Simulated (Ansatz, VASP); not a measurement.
# BiN: VASP beside Ansatz

Wanted: the spread between two codes on one cell, functional and k mesh. The cell is generated by rule, not measured, and may not be a known phase. The cell is taken from a series of runs on this material, whose earlier steps may have relaxed, scaled, displaced or heated it; both programs get it as it stands.

Method: plane waves, with VASP 6.6.1 beside it; PBEsol, in Ansatz 0.2.0.

The structure was built from a prototype and need not be the compound's stable phase.

## 1. The structure

It takes space group Pmma (No. 51, orthorhombic). The conventional cell has a = 6.723 Å, b = 3.364 Å, c = 3.593 Å, α = 90.00°, β = 90.00°, γ = 90.00°. Nearest to Bi lie 4 N at 2.18 to 2.77 Å. N has 4 Bi at 2.18 to 2.77 Å nearest. Farther neighbours and most contacts between anions are not listed.

Coordinates:

```cif
data_structure
_symmetry_space_group_name_H-M 'Pmma'
_symmetry_Int_Tables_number 51
_cell_length_a 6.7232
_cell_length_b 3.3640
_cell_length_c 3.5933
_cell_angle_alpha 90.000
_cell_angle_beta 90.000
_cell_angle_gamma 90.000
_cell_volume 81.27
loop_
_atom_site_label
_atom_site_type_symbol
_atom_site_symmetry_multiplicity
_atom_site_Wyckoff_symbol
_atom_site_fract_x
_atom_site_fract_y
_atom_site_fract_z
_atom_site_occupancy
Bi1 Bi 2 e 0.75000 0.00000 0.57020 1
N1 N 2 f 0.25000 0.50000 0.81657 1
```

## 2. VASP: relaxation of cell and atoms, PBEsol

The relaxed volume is the usual yardstick between codes: in a stiff, nearly cubic crystal its relative difference is about their pressure difference at one cell divided by the bulk modulus.

Lines of VASP's logs that name or quote its potential files are left out, and so is its time.

Input file INCAR:

```
SYSTEM = BiN
PREC = Accurate
ENCUT = 600
EDIFF = 1E-07
NELM = 120
ISMEAR = 1
SIGMA = 0.15
LREAL = .FALSE.
ALGO = Normal
GGA = PS
NBANDS = 26
LORBIT = 11
LWAVE = .FALSE.
LCHARG = .FALSE.
ISIF = 3
IBRION = 2
NSW = 80
EDIFFG = -0.005
LASPH = .TRUE.
GGA_COMPAT = .FALSE.
NELMIN = 4
KPAR = 2
```

Input file POSCAR:

```
BiN
1.0
    6.7232160000      0.0000000000      0.0000000000
    0.0000000000      3.3640030000      0.0000000000
    0.0000000000      0.0000000000      3.5933020000
Bi N
2 2
Direct
    0.7500000000      0.0000000000      0.5702045083
    0.2500000000      0.0000000000      0.4297954917
    0.2500000000      0.5000000000      0.8165713597
    0.7500000000      0.5000000000      0.1834286403
```

Input file KPOINTS:

```
Automatic mesh
0
Gamma
6 12 10
0 0 0
```

The projector-augmented-wave data sets are Bi_d and N (PBE family, release 64).

Command:

```console
mpirun -np 2 vasp_std
```

Numbers of over 12 decimals in the logs are rounded to 6 here.

Output:

```text
[banner, memory and clock lines left out]
running    2 mpi-ranks, on    1 nodes
 distrk:  each k-point on    1 cores,    2 groups
 distr:  one band on    1 cores,    1 groups

 POSCAR found type information on POSCAR BiN
 POSCAR found :  2 types and       4 ions
|                                                                             |
|               ----> ADVICE to this user running VASP <----                  |
|                                                                             |
|     You enforced a specific xc type in the INCAR file but a different       |
|     [... a line on the potential file left out ...]
|     I HOPE YOU KNOW WHAT YOU ARE DOING!                                     |
|                                                                             |

 LDA part: xc-table for (Slater+PW92), standard interpolation
 POSCAR, INCAR and KPOINTS ok, starting setup
 FFT: planning ... GRIDC
 FFT: planning ... GRID_SOFT
 FFT: planning ... GRID
 WAVECAR not read
 entering main loop
       N       E                     dE             d eps       ncg     rms          rms(c)
DAV:   1     0.459007282341E+03    0.45901E+03   -0.22899E+04  8738   0.204E+03
DAV:   2     0.315398953528E+02   -0.42747E+03   -0.41831E+03  9176   0.513E+02
DAV:   3    -0.232317274569E+02   -0.54772E+02   -0.53386E+02 11030   0.186E+02
DAV:   4    -0.258520466829E+02   -0.26203E+01   -0.25908E+01 10248   0.419E+01
DAV:   5    -0.259475663744E+02   -0.95520E-01   -0.95397E-01 12404   0.801E+00    0.120E+01
DAV:   6    -0.224440199817E+02    0.35035E+01   -0.45079E+01 12026   0.364E+01    0.719E+00
DAV:   7    -0.215522777890E+02    0.89174E+00   -0.54879E+00 10356   0.127E+01    0.276E+00
DAV:   8    -0.215424377489E+02    0.98400E-02   -0.56969E-01  9720   0.414E+00    0.993E-01
DAV:   9    -0.215303294605E+02    0.12108E-01   -0.45656E-02 10862   0.151E+00    0.334E-01
DAV:  10    -0.215311003181E+02   -0.77086E-03   -0.49729E-03 10498   0.571E-01    0.279E-01
DAV:  11    -0.215302097377E+02    0.89058E-03   -0.32964E-03 11142   0.354E-01    0.331E-02
DAV:  12    -0.215302425552E+02   -0.32817E-04   -0.26480E-04  9376   0.124E-01    0.183E-02
DAV:  13    -0.215302390530E+02    0.35023E-05   -0.32513E-05 12788   0.316E-02    0.339E-03
DAV:  14    -0.215302396450E+02   -0.59205E-06   -0.22482E-06  9508   0.893E-03    0.483E-03
DAV:  15    -0.215302393346E+02    0.31038E-06   -0.48711E-07  8268   0.434E-03    0.713E-04
DAV:  16    -0.215302392874E+02    0.47230E-07   -0.36507E-08  4960   0.180E-03
   1 F= -.21530239E+02 E0= -.21530634E+02  d E =-.215302E+02
[...]
2 F= -.21530335E+02 E0= -.21530756E+02  d E =-.954377E-04
[...]
3 F= -.21530365E+02 E0= -.21530777E+02  d E =-.125375E-03
[...]
4 F= -.21530494E+02 E0= -.21530919E+02  d E =-.129602E-03
[...]
5 F= -.21530520E+02 E0= -.21530953E+02  d E =-.155007E-03
[...]
6 F= -.21530520E+02 E0= -.21530953E+02  d E =-.155536E-03
 curvature:  -1.22 expect dE=-0.315E-04 dE for cont linesearch -0.177E-07
 trial: gam= 0.14993 g(F)=  0.392E-06 g(S)=  0.254E-04 ort =-0.210E-05 (trialstep = 0.106E+01)
 search vector abs. value=  0.320E-04
 bond charge predicted
       N       E                     dE             d eps       ncg     rms          rms(c)
DAV:   1    -0.215307669251E+02   -0.24666E-03   -0.74135E-03 10616   0.828E-01    0.799E-02
DAV:   2    -0.215305868875E+02    0.18004E-03   -0.65812E-04 10508   0.242E-01    0.366E-02
DAV:   3    -0.215305452181E+02    0.41669E-04   -0.11982E-04 11430   0.124E-01    0.185E-02
DAV:   4    -0.215305350430E+02    0.10175E-04   -0.43122E-05 12114   0.698E-02    0.522E-03
DAV:   5    -0.215305357982E+02   -0.75522E-06   -0.73111E-06 10438   0.269E-02    0.186E-03
DAV:   6    -0.215305358184E+02   -0.20222E-07   -0.64645E-07  9918   0.721E-03
   7 F= -.21530536E+02 E0= -.21530993E+02  d E =-.156200E-04
 trial-energy change:   -0.000016  1 .order   -0.000017   -0.000027   -0.000007
 step:   1.4579(harm=  1.4579)  dis= 0.00017  next Energy=   -21.530539 (dE=-0.186E-04)
 reached required accuracy - stopping structural energy minimisation
```

OUTCAR, selected parts (step 2):

```text
ion  position               nearest neighbor table
   1  0.750  0.000  0.570-   4 2.18   4 2.18   4 2.77   4 2.77   2 3.40   2 3.40
   2  0.250  0.000  0.430-   3 2.18   3 2.18   3 2.77   3 2.77   1 3.40   1 3.40
   3  0.250  0.500  0.817-   2 2.18   2 2.18   2 2.77   2 2.77
   4  0.750  0.500  0.183-   1 2.18   1 2.18   1 2.77   1 2.77

  LATTYP: Found a simple orthorhombic cell.
 ALAT       =     3.3640030000
 B/A-ratio  =     1.0681625433
 C/A-ratio  =     1.9985761012

 Subroutine GETGRP returns: Found  8 space group operations
 (whereof  4 operations were pure point group operations)

The static configuration has the point symmetry C_2h.
 The point group associated with its full space group is D_2h.

 Found    168 irreducible k-points:

   k-points           NKPTS =    168   k-points in BZ     NKDIM =    168   number of bands    NBANDS=     26

   dimension x,y,z NGX =    54 NGY =   28 NGZ =   30
   dimension x,y,z NGXF=   108 NGYF=   56 NGZF=   60

   ENCUT  =  600.0 eV  44.10 Ry    6.64 a.u.  13.43  6.72  7.18*2*pi/ulx,y,z

   NELECT =      40.0000    total number of electrons

 k-points in reciprocal lattice and weights: Automatic mesh
   0.00000000  0.00000000  0.00000000       0.001
   0.16666667  0.00000000  0.00000000       0.003
   0.33333333  0.00000000  0.00000000       0.003
   0.50000000  0.00000000  0.00000000       0.001
   0.00000000  0.08333333  0.00000000       0.003
   0.16666667  0.08333333  0.00000000       0.006
   0.33333333  0.08333333  0.00000000       0.006
   0.50000000  0.08333333  0.00000000       0.003
   0.00000000  0.16666667  0.00000000       0.003
[...]
0.33333333  0.50000000  0.50000000       0.003
   0.50000000  0.50000000  0.50000000       0.001

 average (electrostatic) potential at core
       1-104.4074       2-104.4074       3 -62.1665       4 -62.1665

 E-fermi :   5.8978

 k-point     1 :       0.0000    0.0000    0.0000
  band No.  band energies     occupation
    ...
     16       3.2248      2.00000
     17       3.4047      2.00000
     18       3.5604      2.00000
     19       3.5664      2.00000
     20       4.5798      2.00000
     21       7.5896     -0.00000
     22      10.9146      0.00000
     23      11.0001      0.00000
     24      11.5164      0.00000
     25      12.4272      0.00000
    ...

 k-point     2 :       0.1667    0.0000    0.0000
  band No.  band energies     occupation
    ...
     16       3.2474      2.00000
     17       3.3925      2.00000
     18       3.5432      2.00000
     19       3.5495      2.00000
     20       4.3641      2.00000
     21       7.6551     -0.00000
     22       9.8733      0.00000
     23      11.0886      0.00000
     24      11.7826      0.00000
     25      13.3710      0.00000
    ...

 k-point     3 :       0.3333    0.0000    0.0000
  band No.  band energies     occupation
    ...
     16       3.3002      2.00000
     17       3.3092      2.00000
     18       3.4799      2.00000
     19       3.5295      2.00000
     20       3.8128      2.00000
     21       7.8565     -0.00000
     22       8.8657     -0.00000
     23      11.3197      0.00000
     24      11.7641      0.00000
     25      13.5428      0.00000
    ...

  Total       -0.0044935     -0.0036377     -0.0157458      0.0000000      0.0000000      0.0000000
  in kB       -0.0889090     -0.0719761     -0.3115454      0.0000000      0.0000000      0.0000000
  external PRESSURE =      -0.1574768 kB  Pullay stress =       0.0000000 kB

  energy-cutoff  :      600.00
  volume of cell :       80.98
      direct lattice vectors                 reciprocal lattice vectors
     6.695673817  0.000000000  0.000000000     0.149350167  0.000000000 -0.000000000
     0.000000000  3.363471657  0.000000000     0.000000000  0.297311856  0.000000000
     0.000000000  0.000000000  3.595604960    -0.000000000  0.000000000  0.278117316

 POSITION                                       TOTAL-FORCE (eV/Angst)
 -----------------------------------------------------------------------------------
      5.02176      0.00000      2.05152         0.000000      0.000000      0.003308
      1.67392      0.00000      1.54408        -0.000000      0.000000     -0.003308
      1.67392      1.68174      2.93750         0.000000     -0.000000      0.000419
      5.02176      1.68174      0.65810        -0.000000      0.000000     -0.000419
 -----------------------------------------------------------------------------------
    total drift:                                0.000000      0.000000      0.000000

  FREE ENERGIE OF THE ION-ELECTRON SYSTEM (eV)
  ---------------------------------------------------
  free  energy   TOTEN  =       -21.5305358184 eV

  energy  without entropy=      -21.5319087705  energy(sigma->0) =      -21.53099347

 reached required accuracy - stopping structural energy minimisation

 total charge
# of ion       s       p       d       tot
------------------------------------------
    1        1.550   1.192  10.007  12.749
    2        1.550   1.192  10.007  12.749
    3        1.298   2.228   0.000   3.526
    4        1.298   2.228   0.000   3.526
--------------------------------------------------
tot          5.696   6.839  20.014  32.549

[... 3 further parts left out ...]
```

## 3. Ansatz: relaxation of cell and atoms, PBEsol

Ansatz runs on its default PAW (the set named soft_2) files.

The same cell, functional, mesh and smearing now go to Ansatz, which takes its cutoff from its data sets.

Input file input.yaml:

```yaml
crystal:
  lattice:
    - [6.7232157753, 0.0, 0.0]
    - [0.0, 3.3640027789, 0.0]
    - [0.0, 0.0, 3.5933015121]
  atoms:
    - { symbol: Bi, position: [0.75, 0.0, 0.5702045883] }
    - { symbol: Bi, position: [0.25, 0.0, 0.4297954117] }
    - { symbol: "N", position: [0.25, 0.5, 0.8165714349] }
    - { symbol: "N", position: [0.75, 0.5, 0.1834285651] }
kpoints:
  mp_grid: { grid: [6, 12, 10] }
hamiltonian:
  xc: pbesol
scf:
  occupations: { method: methfessel_paxton, width: 0.15 }
output:
  forces: true
  stress: true
  eigenvalues: true
relax:
  adjacent_minimum: "off"
  f_tol: 0.001
  max_steps: 60
  cell: { stress_tol: 0.01 }
```

Command:

```console
ansatz run input.yaml --threads 4 --pin off --max-ram 7168MiB --backend cpu --events-out ev --progress --plain --runs-dir out
```

Output:

```text
Engine: ansatz 0.2.0, aarch64-unknown-linux-gnu
Pseudopotentials: kind: paw
Pseudopotential: Bi, paw, valence charge 15, recommended cutoff 420 eV (normal), Bi.paw.azcp
Pseudopotential: N, paw, valence charge 5, recommended cutoff 420 eV (normal), N.paw.azcp
Functional definition: PBEsol
  exchange = pbesol_x
  correlation = pbesol_c
Crystal: 4 atoms, lattice volume = 81.269 Å³
Basis set: ecut = 420 eV, 1569 PW (Γ), exchange–correlation on 90×48×50 points (8 copies of the dense FFT grid, shifted against one another)
Bands: 24, of which v1, the nominal top of the filled ones, is band 20 counted from 1 (19 counted from 0)
Symmetry: 8 space group operations
Space group: Pmma (ITA 51), of the structure as read, at distance tolerance 4.3e-5 Å
k-points: 168 of 720
Non-local potential: Bi, projectors of the file, l = 0: 2, l = 1: 2, l = 2: 2, l = 3: 2
Non-local potential: N, projectors of the file, l = 0: 2, l = 1: 2, l = 2: 1
PAW form: soft (Blöchl's): semilocal exchange-correlation on the pseudo side does not see the compensation charge
PAW frozen core: Bi, regenerated for the run's functional, and the local potential with it (the file was generated under x = pbe(κ = 0.804, μ = 0.219515), c = pbe(β = 0.066725))
PAW frozen core: N, regenerated for the run's functional, and the local potential with it (the file was generated under x = pbe(κ = 0.804, μ = 0.219515), c = pbe(β = 0.066725))
PAW one-centre angular grid: Bi, 590 points (default); XC on 64 Gauss nodes
PAW one-centre angular grid: N, 110 points (default); XC on 64 Gauss nodes
Initial density: superposition of atomic densities (neutral atoms: chi_scale 0, normalization atom), corrected by the library's trained network
Initial wavefunctions: pseudopotential atomic-orbital guess
Functional: x = pbesol(κ = 0.804, μ = 0.123457), c = pbesol(β = 0.046)
SCF iter   1: F=—  HF=-25236.703630 eV  |F-HF|=—  |Δ(HF+E_count)|=         —  Δρ=1.42e-2  dr2=2.29e-1  ethr=1.77e-3  ⟨swp⟩=5.4  Hψ=18577  notcnv=0
preconditioner: auto → Kerker (q_TF=auto, 2.424 Å⁻¹)  [metal: Δε(μ)=0.016 eV  Ē_g=17.213 eV  σ=0.150 eV  W_gap=0.09  n_scr=16 (ndim 8)  ℏωp=26.1 eV  f_vac=0.000  D(μ)=1.81/eV (n_scr^D=12)]
SCF iter   2: F=—  HF=-25236.668271 eV  |F-HF|=—  |Δ(HF+E_count)|=   3.54e-2  S|Δr|=    0.00e0  Δρ=5.77e-3  dr2=4.32e-2  ethr=5.72e-4  ⟨swp⟩=1.0  Hψ=5382  notcnv=0
SCF iter   3: F=—  HF=-25236.660510 eV  |F-HF|=—  |Δ(HF+E_count)|=   7.76e-3  S|Δr|=    0.00e0  Δρ=9.22e-4  dr2=6.42e-4  ethr=1.08e-4  ⟨swp⟩=2.0  Hψ=4918  notcnv=0  defer=1
SCF iter   4: F=—  HF=-25236.660441 eV  |F-HF|=—  |Δ(HF+E_count)|=   6.87e-5  S|Δr|=    0.00e0  Δρ=1.56e-4  dr2=2.38e-5  ethr=1.60e-6  ⟨swp⟩=2.0  Hψ=5593  notcnv=0  defer=1
SCF iter   5: F=—  HF=-25236.660441 eV  |F-HF|=—  |Δ(HF+E_count)|=   1.44e-7  S|Δr|=    0.00e0  Δρ=5.68e-5  dr2=4.49e-6  ethr=5.95e-8  ⟨swp⟩=2.8  Hψ=7163  notcnv=0  defer=1
SCF iter   6: F=—  HF=-25236.660442 eV  |F-HF|=—  |Δ(HF+E_count)|=   9.09e-7  S|Δr|=    0.00e0  Δρ=1.75e-5  dr2=4.30e-7  ethr=1.12e-8  ⟨swp⟩=2.2  Hψ=5456  notcnv=0  defer=1
SCF iter   7: F=-25236.660442 eV  HF=-25236.660442 eV  |F-HF|=1.50e-8  |Δ(HF+E_count)|=   1.39e-7  S|Δr|=    0.00e0  Δρ=5.01e-6  dr2=2.07e-8  ethr=2.50e-10  ⟨swp⟩=6.2  Hψ=19099  notcnv=0
SCF 1 converged in 7 iterations: F = -25236.660442 eV  dr2 = 2.07e-8
  greatest PAW one-centre occupation: 0.990 electrons in one spin orbital (limit 2), on the Bi atom at site 1 (counted from 0), in its partial waves of l = 2
relax step   1: F+E_penalty+E_count = -25236.66044236 eV  Δ(F+E_penalty+E_count) = +0.000e0 eV  max|allowed force component| = 1.313e-2 eV/Å  Δτ_max = 0.0000 Å  P = -0.004 GPa  Ω = 81.269 Å³  (7 SCF iters, dr2 threshold 1.00e-7 eV, accepted)
[...]
relax step   7: F+E_penalty+E_count = -25236.66039719 eV  Δ(F+E_penalty+E_count) = +1.484e-5 eV  max|allowed force component| = 1.104e-4 eV/Å  Δτ_max = 0.0004 Å  P = +0.000 GPa  Ω = 81.396 Å³  energy of the carried Pulay correction = -2.045e-4 eV  (7 SCF iters, accepted)
[...]
relax step   8: F+E_penalty+E_count = -25236.66037902 eV  Δ(F+E_penalty+E_count) = +1.817e-5 eV  max|allowed force component| = 1.965e-5 eV/Å  Δτ_max = 0.0015 Å  P = +0.000 GPa  Ω = 81.407 Å³  energy of the carried Pulay correction = -2.230e-4 eV  (8 SCF iters, accepted)
[...]
relax step   9: F+E_penalty+E_count = -25236.66060648 eV  Δ(F+E_penalty+E_count) = -2.275e-4 eV  max|allowed force component| = 3.703e-5 eV/Å  Δτ_max = 0.0000 Å  P = +0.004 GPa  Ω = 81.407 Å³  stress off target by 9.34e-3 GPa  SCF on the basis re-selected at this cell (its energy is not comparable with the rows above)  (5 SCF iters)
basis re-selected at this cell: Δ(F+E_penalty+E_count) = -2.275e-4 eV, ΔP = +0.004 GPa vs the last step (what re-selecting the basis moved, of the pressure what is left beyond the Pulay correction that the steps carried, after the strain that the cell walked since its last selection, with what the two solves' SCF thresholds leave and, on support functions, any second-order correction that the steps lacked; it is no m [...]
SCF converged after 5 iterations
Stability not checked: this state was not tested for a lower state beside it, because cold or Methfessel-Paxton smearing, or corrected tetrahedra, fill the levels in a way that the test cannot read (fill_not_monotonic; see scf.lower_state_search)
Free energy (F): -25236.660606 eV
Harris-Foulkes:  -25236.660606 eV  (|F-HF|=7.28e-12)
Internal energy: -25236.661156 eV  (E = F + TS)
E sigma→0 (E₀):  -25236.660744 eV
Entropy (-TS):   0.000549 eV (0.137 meV/atom)
Fermi energy:    9.305805 eV
Step filling:    the computed levels leave a gap of 0.0047 eV = 0.0 smearing widths at the electron count; against every level under it full and every level over it empty, smearing changes F+E_penalty+E_count by +0.222 meV and its σ→0 estimate by +0.084 meV
--- Per-component energies (eV) ---
  E_band       = -196.254508
  E_kinetic    = 855.116315
  E_local      = -3416.577700  (includes V_loc(G=0)·N_el)
  E_nonlocal   = 1222.214338
  E_hartree    = 1096.193564
  E_xc         = -416.470771
  E_vxc        = -436.080182  (∫ρ·V_xc dr)
  E_paw        = -21263.929477  (= ΣΔE_a)
  E_vpaw       = -613.313578  (= ΣTr[D̂ρ^β])
  E_aug_tail   = -0.000823  (compensation charges beyond the density's cutoff)
  E_ewald      = -3313.442305
  E_core_change = 0.235702  (= ΣΔE_core)
  E_smearing   = 0.000549  (= −TS)
  E_closure    = 0.000000  (closes the sum)
  Σ components = -25236.660606   (vs F -25236.660606, Δ=0.00e0)
--- Forces (eV/Å), atoms counted from 1 ---
  atom   1  Bi    -0.00000000     0.00000000    -0.00003703
  atom   2  Bi     0.00000000    -0.00000000     0.00003703
  atom   3  N     -0.00000000     0.00000000    -0.00003695
  atom   4  N      0.00000000    -0.00000000     0.00003695
  max |Σ_I F_I| component: 0.00e0 eV/Å
--- Stress (GPa, compression-positive) ---
       -0.003584       0.000000       0.000000
        0.000000       0.006910      -0.000000
        0.000000      -0.000000       0.009340
  P = ⅓ Tr σ = 0.0042 GPa (0.042 kbar)
--- Band table (eV; the first three rows and the last of 168) ---
  k-point 0: bands = [... 16 lower, 6.8298, 6.9583, 6.9780, 7.9540, 10.9910, 14.3164, 14.3630, 14.8734]
  k-point 1: bands = [... 16 lower, 7.0409, 7.1946, 7.2736, 7.9905, 10.8994, 13.9843, 14.0127, 14.7334]
  k-point 2: bands = [... 16 lower, 7.2662, 7.8054, 8.0592, 8.1340, 10.6383, 13.1278, 13.3500, 14.2395]
  k-point 167: bands = [... 16 lower, 4.6954, 4.6954, 8.4242, 8.4242, 10.5316, 10.5316, 14.9273, 14.9273]
--- Relaxed structure (8 steps of the walk, 7 accepted, 1 SCFs on fresh bases) ---
  F+E_penalty+E_count = -25236.66060648 eV   max|allowed force component| = 3.703e-5 eV/Å   (the final SCF, on the basis selected at the relaxed cell)
  cell:  # Å, volume = 81.4073 Å³
    - [6.719566, 0, 0]
    - [0, 3.363846, 4.184547819617871e-19]
    - [0, 4.469776928247487e-19, 3.601521]
  atoms:
    - { symbol: Bi, position: [0.75, -1.8277368321549292e-19, 0.567122] }
    - { symbol: Bi, position: [0.250000, 1.827736832154929e-19, 0.432878] }
    - { symbol: N, position: [0.250000, 0.500000, 0.817741] }
    - { symbol: N, position: [0.75, 0.500000, 0.182259] }
```

The column dr2 measures how far the density is from self-consistency, as an energy; F and HF (Harris–Foulkes) agree once it is small.

## 4. Side by side

Known differences besides the potentials themselves: the cutoff is 420 eV in Ansatz and 600 eV in VASP; Ansatz makes its cores anew for this functional, VASP keeps those of its PBE data sets; Ansatz adds a Pulay correction to the stress that steers its cell, VASP none. Total energies have different zeros and are not compared.

Both answers:

```tsv
quantity	Ansatz	VASP	difference
volume (Å³)	81.41	80.98	+0.53 %
edge a after relaxation, in the typed setting (Å)	6.720	6.696	+0.36 %
edge b after relaxation, in the typed setting (Å)	3.364	3.364	+0.01 %
edge c after relaxation, in the typed setting (Å)	3.602	3.596	+0.16 %
```

## 5. Results

| Property | Result |
| --- | --- |
| difference in volume (relaxation of cell and atoms, PBEsol) | 0.53 % |

**Reading.** The difference in volume is 0.53 % (relaxation of cell and atoms, PBEsol), within the 1.2 % picked in this series as the mark of a large difference, as far as the stopping tolerances let one tell. Such differences can come from data sets, numerical settings and the points named under the comparisons, not from the functional's error against experiment.

[Lines on the potential files, build, host, timing and source positions are cut from VASP's logs without a mark.]

[Logs are printed without paths, hosts, clocks, repeated set-up lines and the standing remarks that a program may print on its own settings, such as how far it seeks lower states.]

[Hosts, paths, dates, database ids (printed as entryN), source tags and the programs' standing remarks are cut or masked in the printed files.]
